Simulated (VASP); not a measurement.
# Vibrations of BP at several levels of theory, part 2 of 3

How much do the zone-centre frequencies of BP depend on the functional? The starting structure is a measured crystal structure from the Crystallography Open Database.

VASP 6.6.1.

Results so far: LDA T2 819.8 cm⁻¹.

### 3. Modes with LDA at the measured cell

Level of this step: LDA; plane waves and PAW (P, B) (VASP).

A relaxation of the atoms in the fixed cell, not shown, had nothing to move.

File INCAR:

```
SYSTEM = BP
PREC = Accurate
ENCUT = 450
EDIFF = 1E-08
NELM = 100
ISMEAR = 0
SIGMA = 0.03
LREAL = .FALSE.
ALGO = Normal
GGA = CA
NBANDS = 10
LORBIT = 11
LWAVE = .FALSE.
LCHARG = .FALSE.
KPAR = 2
IBRION = 8
LEPSILON = .TRUE.
ISIF = 2
```

File POSCAR:

```
BP
1.0
    0.0000000000      2.2690000000      2.2690000000
    2.2690000000      0.0000000000      2.2690000000
    2.2690000000      2.2690000000      0.0000000000
P B
1 1
Direct
    0.7500000000      0.7500000000      0.7500000000
    0.0000000000      0.0000000000      0.0000000000
```

File KPOINTS:

```
Automatic mesh
0
Gamma
8 8 8
0 0 0
```

Potentials, in the order of the species: P and B (LDA family, release 64).

Launch:

```sh
mpirun -np 2 vasp_std
```

The log of the run:

```text
[... set-up lines as in an earlier step ...]
 entering main loop
       N       E                     dE             d eps       ncg     rms          rms(c)
DAV:   1     0.686780681562E+01    0.68678E+01   -0.35595E+03   580   0.625E+02
DAV:   2    -0.146548069301E+02   -0.21523E+02   -0.20537E+02   852   0.104E+02
DAV:   3    -0.152083262381E+02   -0.55352E+00   -0.55280E+00   716   0.159E+01
DAV:   4    -0.152103731794E+02   -0.20469E-02   -0.20466E-02   728   0.113E+00
[...]
DAV:  11    -0.143846453753E+02   -0.21147E-05   -0.59395E-06   754   0.134E-02    0.358E-02
DAV:  12    -0.143846450052E+02    0.37011E-06   -0.19963E-06   692   0.630E-03    0.749E-03
DAV:  13    -0.143846450126E+02   -0.73592E-08   -0.84620E-08   734   0.178E-03
   1 F= -.14384645E+02 E0= -.14384645E+02  d E =-.877899E-11
 Linear response reoptimize wavefunctions to high precision
DAV:   1    -0.143846450097E+02    0.28483E-08   -0.12988E-08   662   0.532E-04
DAV:   2    -0.143846450098E+02   -0.35243E-10   -0.27305E-10   362   0.131E-04
 Linear response G [H, r] |phi>, progress :
  Direction:   1
[...]
RMM:  13    -0.412598213749E-01   -0.28133E-09   -0.95363E-09  1448   0.133E-05    0.179E-08
 first order change of Fermi-energy   0.46290E-03
 force on displaced ion       1 direction 1 : -18.575   0.000   0.000
 Born effective charge ion    1 direction 1 :   0.477   0.000   0.000
 Linear response progress:
  Degree of freedom:   2/  2
       N       E                     dE             d eps       ncg     rms          rms(c)
RMM:   1    -0.458923977876E-01   -0.45892E-01   -0.90117E-03  4596   0.114E+00
RMM:   2    -0.418000767239E-01    0.40923E-02    0.46835E-04  3003   0.241E-01    0.146E-01
RMM:   3    -0.419012026080E-01   -0.10113E-03    0.14806E-04  3056   0.879E-02    0.771E-02
RMM:   4    -0.422955579894E-01   -0.39436E-03    0.19421E-05  3022   0.828E-02    0.956E-03
[...]
RMM:   9    -0.422913023111E-01    0.16403E-07    0.28582E-08  3411   0.289E-05    0.365E-06
RMM:  10    -0.422913130575E-01   -0.10746E-07    0.12985E-07  3449   0.133E-05    0.138E-06
RMM:  11    -0.422913061479E-01    0.69096E-08    0.10947E-08  3082   0.103E-05    0.243E-07
 first order change of Fermi-energy  -0.12776E-03
 force on displaced ion       2 direction 1 : -18.577   0.000   0.000
 Born effective charge ion    2 direction 1 :  -0.557   0.000   0.000
 Born effective charges drift removed
 Linear response finished
```

Elapsed: 48 s, on 2 MPI ranks of AMD EPYC 9R14 (Zen 4), shared host; peak memory 0.28 GiB; 94 s of CPU time.

Parts of OUTCAR (step 3):

```text
  Total       -0.7690374     -0.7690374     -0.7690374     -0.0000000      0.0000000      0.0000000
  in kB      -52.7381069    -52.7381069    -52.7381069     -0.0000000      0.0000000      0.0000000
  external PRESSURE =     -52.7381069 kB  Pullay stress =       0.0000000 kB

 POSITION                                       TOTAL-FORCE (eV/Angst)
 -----------------------------------------------------------------------------------
      3.40350      3.40350      3.40350        -0.000000      0.000000      0.000000
      0.00000      0.00000      0.00000         0.000000     -0.000000     -0.000000
 -----------------------------------------------------------------------------------
    total drift:                               -0.000000     -0.000000     -0.000000

 MACROSCOPIC STATIC DIELECTRIC TENSOR (including local field effects in DFT)
 ------------------------------------------------------
           9.533529     0.000000     0.000000
           0.000000     9.533529     0.000000
           0.000000     0.000000     9.533529
 ------------------------------------------------------

 MACROSCOPIC STATIC DIELECTRIC TENSOR IONIC CONTRIBUTION
 ------------------------------------------------------
           0.110458     0.000000    -0.000000
           0.000000     0.110458     0.000000
          -0.000000     0.000000     0.110458
 ------------------------------------------------------

[... 1 part as in an earlier step ...]

[... 1 further part left out ...]
```

With LDA at the measured cell the mode is T2 793.9 cm⁻¹, -25.9 cm⁻¹ from LDA.

### 4. Modes with PBEsol

PBEsol restores the gradient expansion of exchange and is tuned for the cells of solids. The cell comes from a relaxation at this level, not shown (23.11 Å³).

INCAR: that of step 3 with these lines changed.

```diff
@@ -9,3 +9,3 @@
 ALGO = Normal
-GGA = CA
+GGA = PS
 NBANDS = 10
```

File POSCAR:

```
BP
1.0
    0.0000000000      2.2607562932      2.2607562932
    2.2607562932      0.0000000000      2.2607562932
    2.2607562932      2.2607562932      0.0000000000
P B
1 1
Direct
    0.7500000000      0.7500000000      0.7500000000
    0.0000000000      0.0000000000      0.0000000000
```

KPOINTS is that of step 3.

The projector-augmented-wave data sets are P and B (PBE family, release 64).

Launch:

```sh
mpirun -np 2 vasp_std
```

The log of the run:

```text
[banner, memory and clock lines left out]
running    2 mpi-ranks, on    1 nodes
[...]
|                                                                             |
|               ----> ADVICE to this user running VASP <----                  |
|                                                                             |
|     You enforced a specific xc type in the INCAR file but a different       |
|     [... a line on the potential file left out ...]
|     I HOPE YOU KNOW WHAT YOU ARE DOING!                                     |
|                                                                             |

 LDA part: xc-table for (Slater+PW92), standard interpolation
 POSCAR, INCAR and KPOINTS ok, starting setup
[...]
entering main loop
       N       E                     dE             d eps       ncg     rms          rms(c)
DAV:   1     0.656511983867E+01    0.65651E+01   -0.38736E+03   588   0.652E+02
DAV:   2    -0.138930309627E+02   -0.20458E+02   -0.19622E+02   826   0.105E+02
[...]
RMM:  12    -0.406885803820E-01   -0.13200E-07   -0.12003E-06  1901   0.134E-05    0.796E-08
 first order change of Fermi-energy   0.20186E-03
 force on displaced ion       1 direction 1 : -19.400  -0.000  -0.000
 Born effective charge ion    1 direction 1 :   0.499   0.000   0.000
 Linear response progress:
  Degree of freedom:   2/  2
       N       E                     dE             d eps       ncg     rms          rms(c)
RMM:   1    -0.456451254258E-01   -0.45645E-01   -0.87458E-03  4598   0.113E+00
RMM:   2    -0.416789394219E-01    0.39662E-02    0.26842E-04  3001   0.235E-01    0.142E-01
RMM:   3    -0.417691140167E-01   -0.90175E-04    0.14189E-04  3066   0.848E-02    0.753E-02
RMM:   4    -0.421491258091E-01   -0.38001E-03    0.29618E-05  3024   0.801E-02    0.964E-03
[...]
RMM:  10    -0.421427608359E-01   -0.64853E-08    0.16049E-07  3455   0.258E-05    0.116E-06
RMM:  11    -0.421427552418E-01    0.55941E-08    0.13996E-07  3113   0.224E-05    0.363E-07
RMM:  12    -0.421427544859E-01    0.75589E-09    0.15625E-07  2042   0.212E-05    0.317E-08
 first order change of Fermi-energy  -0.27303E-04
 force on displaced ion       2 direction 1 : -19.404   0.000   0.000
 Born effective charge ion    2 direction 1 :  -0.584   0.000   0.000
 Born effective charges drift removed
 Linear response finished
```

Run time: 55 s. Hardware: 2 MPI ranks; peak memory 0.3 GiB.

OUTCAR, selected parts (step 4):

```text
  Total        0.0005513      0.0005513      0.0005513     -0.0000000      0.0000000      0.0000000
  in kB        0.0382247      0.0382247      0.0382247     -0.0000000      0.0000000      0.0000000
  external PRESSURE =       0.0382247 kB  Pullay stress =       0.0000000 kB

 POSITION                                       TOTAL-FORCE (eV/Angst)
 -----------------------------------------------------------------------------------
      3.39113      3.39113      3.39113        -0.000000     -0.000000     -0.000000
      0.00000      0.00000      0.00000         0.000000      0.000000      0.000000
 -----------------------------------------------------------------------------------
    total drift:                               -0.000000     -0.000000     -0.000000

 MACROSCOPIC STATIC DIELECTRIC TENSOR (including local field effects in DFT)
 ------------------------------------------------------
           9.644627     0.000000    -0.000000
          -0.000000     9.644627     0.000000
          -0.000000     0.000000     9.644627
 ------------------------------------------------------

 MACROSCOPIC STATIC DIELECTRIC TENSOR IONIC CONTRIBUTION
 ------------------------------------------------------
           0.117459    -0.000000     0.000000
          -0.000000     0.117459     0.000000
           0.000000     0.000000     0.117459
 ------------------------------------------------------

[... 1 part as in an earlier step ...]

[... 1 further part left out ...]
```

With PBEsol the mode is T2 811.4 cm⁻¹, -8.4 cm⁻¹ from LDA.

### 5. Modes with PBE

PBE, the usual starting point, adds the gradient of the density. The cell comes from a relaxation at this level, not shown (23.50 Å³).

INCAR: that of step 4 with these lines changed.

```diff
@@ -9,3 +9,3 @@
 ALGO = Normal
-GGA = PS
+GGA = PE
 NBANDS = 10
```

File POSCAR:

```
BP
1.0
    0.0000000000      2.2733687899      2.2733687899
    2.2733687899      0.0000000000      2.2733687899
    2.2733687899      2.2733687899      0.0000000000
P B
1 1
Direct
    0.7500000000      0.7500000000      0.7500000000
    0.0000000000      0.0000000000      0.0000000000
```

KPOINTS is that of step 4.

Launch:

```sh
mpirun -np 2 vasp_std
```

The log of the run:

```text
[banner, memory and clock lines left out]
running    2 mpi-ranks, on    1 nodes
[...]
LDA part: xc-table for (Slater+PW92), standard interpolation
 POSCAR, INCAR and KPOINTS ok, starting setup
[...]
entering main loop
       N       E                     dE             d eps       ncg     rms          rms(c)
DAV:   1     0.562449019308E+01    0.56245E+01   -0.36960E+03   588   0.643E+02
DAV:   2    -0.132457567806E+02   -0.18870E+02   -0.18347E+02   842   0.102E+02
DAV:   3    -0.136229264425E+02   -0.37717E+00   -0.37668E+00   700   0.133E+01
DAV:   4    -0.136244243759E+02   -0.14979E-02   -0.14977E-02   714   0.982E-01
[...]
DAV:  14    -0.129284804069E+02   -0.72241E-07   -0.34911E-08   634   0.112E-03    0.439E-04
DAV:  15    -0.129284803835E+02    0.23451E-07   -0.19871E-09   336   0.323E-04    0.583E-04
DAV:  16    -0.129284803866E+02   -0.31728E-08   -0.55562E-10   320   0.126E-04
   1 F= -.12928480E+02 E0= -.12928480E+02  d E =-.832959E-23
 Linear response reoptimize wavefunctions to high precision
[...]
RMM:   9    -0.409998328727E-01    0.19508E-06    0.54846E-06  3336   0.630E-05    0.154E-05
 first order change of Fermi-energy   0.21245E-03
 force on displaced ion       1 direction 1 : -18.879   0.000   0.000
 Born effective charge ion    1 direction 1 :   0.438   0.000   0.000
 Linear response progress:
  Degree of freedom:   2/  2
       N       E                     dE             d eps       ncg     rms          rms(c)
RMM:   1    -0.454486562495E-01   -0.45449E-01   -0.72853E-03  4593   0.114E+00
RMM:   2    -0.414243482172E-01    0.40243E-02    0.57489E-04  2999   0.239E-01    0.141E-01
RMM:   3    -0.415783639407E-01   -0.15402E-03    0.18483E-04  3074   0.821E-02    0.753E-02
RMM:   4    -0.419789953408E-01   -0.40063E-03    0.49987E-05  3010   0.788E-02    0.994E-03
[...]
RMM:   9    -0.419676752748E-01    0.87558E-07   -0.21600E-07  3422   0.542E-05    0.552E-06
RMM:  10    -0.419676782227E-01   -0.29479E-08   -0.11276E-07  3426   0.277E-05    0.117E-06
RMM:  11    -0.419676721440E-01    0.60787E-08   -0.67702E-08  3212   0.201E-05    0.441E-07
 first order change of Fermi-energy  -0.21607E-04
 force on displaced ion       2 direction 1 : -18.884   0.000   0.000
 Born effective charge ion    2 direction 1 :  -0.516   0.000   0.000
 Born effective charges drift removed
 Linear response finished
```

Wall time 56 s (2 MPI ranks); peak memory 0.3 GiB; 1.8 min of CPU time.

From OUTCAR (step 5):

```text
  Total        0.0009486      0.0009486      0.0009486      0.0000000      0.0000000     -0.0000000
  in kB        0.0646795      0.0646795      0.0646795      0.0000000      0.0000000     -0.0000000
  external PRESSURE =       0.0646795 kB  Pullay stress =       0.0000000 kB

 POSITION                                       TOTAL-FORCE (eV/Angst)
 -----------------------------------------------------------------------------------
      3.41005      3.41005      3.41005        -0.000000      0.000000      0.000000
      0.00000      0.00000      0.00000         0.000000     -0.000000     -0.000000
 -----------------------------------------------------------------------------------
    total drift:                               -0.000000     -0.000000     -0.000000

 MACROSCOPIC STATIC DIELECTRIC TENSOR (including local field effects in DFT)
 ------------------------------------------------------
           9.478946    -0.000000    -0.000000
           0.000000     9.478946    -0.000000
          -0.000000    -0.000000     9.478946
 ------------------------------------------------------

 MACROSCOPIC STATIC DIELECTRIC TENSOR IONIC CONTRIBUTION
 ------------------------------------------------------
           0.091908     0.000000     0.000000
           0.000000     0.091908    -0.000000
           0.000000    -0.000000     0.091908
 ------------------------------------------------------

[... 1 part as in an earlier step ...]

[... 1 further part left out ...]
```

The log as kept lacks single lines of electronic cycles.

With PBE the mode is T2 800.5 cm⁻¹, -19.3 cm⁻¹ from LDA.

### 6. Modes with PBEsol + D3(BJ)

D3 with Becke-Johnson damping keeps a finite attraction at short range. The cell comes from a relaxation at this level, not shown (22.63 Å³).

INCAR: that of step 5 with these lines changed.

```diff
@@ -9,3 +9,4 @@
 ALGO = Normal
-GGA = PE
+GGA = PS
+IVDW = 12
 NBANDS = 10
@@ -15,4 +16,6 @@
 KPAR = 2
-IBRION = 8
-LEPSILON = .TRUE.
+IBRION = 6
+NFREE = 2
+POTIM = 0.015
+NSW = 1
 ISIF = 2
```

File POSCAR:

```
BP
1.0
    0.0000000000      2.2449498082      2.2449498082
    2.2449498082      0.0000000000      2.2449498082
    2.2449498082      2.2449498082      0.0000000000
P B
1 1
Direct
    0.7500000000      0.7500000000      0.7500000000
    0.0000000000      0.0000000000      0.0000000000
```

KPOINTS is that of step 5.

Launch:

```sh
mpirun -np 2 vasp_std
```

The log of the run:

```text
[banner, memory and clock lines left out]
running    2 mpi-ranks, on    1 nodes
[...]
[... a notice as in an earlier step ...]

 LDA part: xc-table for (Slater+PW92), standard interpolation
 POSCAR, INCAR and KPOINTS ok, starting setup
[...]
entering main loop
       N       E                     dE             d eps       ncg     rms          rms(c)
DAV:   1     0.566139084226E+01    0.56614E+01   -0.36003E+03   580   0.636E+02
DAV:   2    -0.139878046681E+02   -0.19649E+02   -0.18947E+02   822   0.105E+02
DAV:   3    -0.144418327348E+02   -0.45403E+00   -0.45329E+00   688   0.143E+01
DAV:   4    -0.144437295350E+02   -0.18968E-02   -0.18966E-02   726   0.108E+00
[...]
DAV:  13    -0.136654263145E+02    0.13794E-07   -0.42342E-08   698   0.152E-03    0.451E-03
DAV:  14    -0.136654263261E+02   -0.11582E-07   -0.14972E-08   366   0.603E-04    0.152E-04
DAV:  15    -0.136654263227E+02    0.33467E-08   -0.62902E-10   322   0.237E-04
   1 F= -.14183174E+02 E0= -.14183174E+02  d E =-.238258E-12
[... from here on, the cycles between the ionic steps are left out ...]
   2 F= -.14180899E+02 E0= -.14180899E+02  d E =-.408011E-12
   3 F= -.14180899E+02 E0= -.14180899E+02  d E =-.410435E-12
   4 F= -.14180899E+02 E0= -.14180899E+02  d E =-.406557E-12
   5 F= -.14180899E+02 E0= -.14180899E+02  d E =-.405248E-12
 Finite differences progress:
  Degree of freedom:   2/  2
  Displacement:        2/  2
  Total:               4/  4
```

Wall time 15 s (2 MPI ranks); peak memory 0.27 GiB.

From OUTCAR (step 6):

```text
 Edisp (eV)   -0.51775

 Edisp (eV)   -0.51775

  Total      -0.00011     0.00433     0.00433     0.00000     0.13472     0.00000
  in kB      -0.00810     0.30652     0.30652     0.00000     9.53891     0.00000
  external pressure =        0.20 kB  Pullay stress =        0.00 kB

 POSITION                                       TOTAL-FORCE (eV/Angst)
 -----------------------------------------------------------------------------------
      3.36742      3.36742      3.36742        -0.303240      0.000000      0.000000
     -0.01500      0.00000      0.00000         0.303240      0.000000      0.000000
 -----------------------------------------------------------------------------------
    total drift:                                0.000027     -0.000000     -0.000000

  FREE ENERGIE OF THE ION-ELECTRON SYSTEM (eV)
  ---------------------------------------------------
  free  energy   TOTEN  =       -14.1808993390 eV

  energy  without entropy=      -14.1808993390  energy(sigma->0) =      -14.18089934

[... 1 part as in an earlier step ...]

[... 2 further parts left out ...]
[key lines of the parts left out:]
E-fermi :   8.0343
```

The last energy, forces and stress in OUTCAR belong to the last displaced cell, not to that of POSCAR.

With PBEsol + D3(BJ) the mode is T2 828.2 cm⁻¹, +8.4 cm⁻¹ from LDA.

### 7. Modes with r2SCAN

r2SCAN adds the kinetic-energy density, costs more than a GGA and is run with LASPH. The cell comes from a relaxation at this level, not shown (23.28 Å³).

INCAR: that of step 6 with these lines changed.

```diff
@@ -9,4 +9,4 @@
 ALGO = Normal
-GGA = PS
-IVDW = 12
+METAGGA = R2SCAN
+LASPH = .TRUE.
 NBANDS = 10
```

File POSCAR:

```
BP
1.0
    0.0000000000      2.2662428441      2.2662428441
    2.2662428441      0.0000000000      2.2662428441
    2.2662428441      2.2662428441      0.0000000000
P B
1 1
Direct
    0.7500000000      0.7500000000      0.7500000000
    0.0000000000      0.0000000000      0.0000000000
```

KPOINTS is that of step 6.

Launch:

```sh
mpirun -np 2 vasp_std
```

The log of the run:

```text
[banner, memory and clock lines left out]
running    2 mpi-ranks, on    1 nodes
[...]
[... a notice as in an earlier step ...]

 LDA part: xc-table for (None), standard interpolation
 POSCAR, INCAR and KPOINTS ok, starting setup
[...]
entering main loop
       N       E                     dE             d eps       ncg     rms          rms(c)
DAV:   1     0.158523074543E+01    0.15852E+01   -0.38172E+03   588   0.660E+02
DAV:   2    -0.187718223708E+02   -0.20357E+02   -0.19621E+02   818   0.106E+02
DAV:   3    -0.191762117564E+02   -0.40439E+00   -0.40400E+00   700   0.144E+01
DAV:   4    -0.191775404960E+02   -0.13287E-02   -0.13287E-02   716   0.976E-01
[...]
DAV:  14    -0.173082776902E+02    0.25346E-07   -0.29029E-09   340   0.385E-04    0.109E-04
DAV:  15    -0.173082776766E+02    0.13597E-07   -0.26331E-10   320   0.122E-04    0.176E-04
DAV:  16    -0.173082776823E+02   -0.57435E-08   -0.33118E-11   318   0.441E-05
   1 F= -.17308278E+02 E0= -.17308278E+02  d E =-.302184E-20
[... from here on, the cycles between the ionic steps are left out ...]
   2 F= -.17306047E+02 E0= -.17306047E+02  d E =-.120884E-18
   3 F= -.17306047E+02 E0= -.17306047E+02  d E =-.121372E-18
   4 F= -.17306047E+02 E0= -.17306047E+02  d E =-.121322E-18
   5 F= -.17306047E+02 E0= -.17306047E+02  d E =-.121138E-18
 Finite differences progress:
  Degree of freedom:   2/  2
  Displacement:        2/  2
  Total:               4/  4
```

It took 88 s on 2 MPI ranks; peak memory 0.26 GiB.

Parts of OUTCAR (step 7):

```text
  Total        0.0015091      0.0053350      0.0053350      0.0000000      0.1034831      0.0000000
  in kB        0.1038649      0.3671916      0.3671916      0.0000000      7.1224680      0.0000000
  external PRESSURE =       0.2794160 kB  Pullay stress =       0.0000000 kB

 POSITION                                       TOTAL-FORCE (eV/Angst)
 -----------------------------------------------------------------------------------
      3.39936      3.39936      3.39936        -0.297329      0.000000      0.000000
     -0.01500      0.00000      0.00000         0.297329      0.000000      0.000000
 -----------------------------------------------------------------------------------
    total drift:                                0.000019     -0.000000     -0.000000

  FREE ENERGIE OF THE ION-ELECTRON SYSTEM (eV)
  ---------------------------------------------------
  free  energy   TOTEN  =       -17.3060474348 eV

  energy  without entropy=      -17.3060474348  energy(sigma->0) =      -17.30604743

[... 1 part as in an earlier step ...]

[... 2 further parts left out ...]
[key lines of the parts left out:]
E-fermi :   7.7305
```

With r2SCAN the mode is T2 820.1 cm⁻¹, +0.3 cm⁻¹ from LDA.

(Part 2 of 3 ends here.)

[Lines on the potential files, build, host, timing and source positions are cut from VASP's logs without a mark.]

[Logs are printed without paths, hosts, clocks, repeated set-up lines and the standing remarks that a program may print on its own settings, such as how far it seeks lower states.]

[Hosts, paths, dates, database ids (printed as entryN), source tags and the programs' standing remarks are cut or masked in the printed files.]
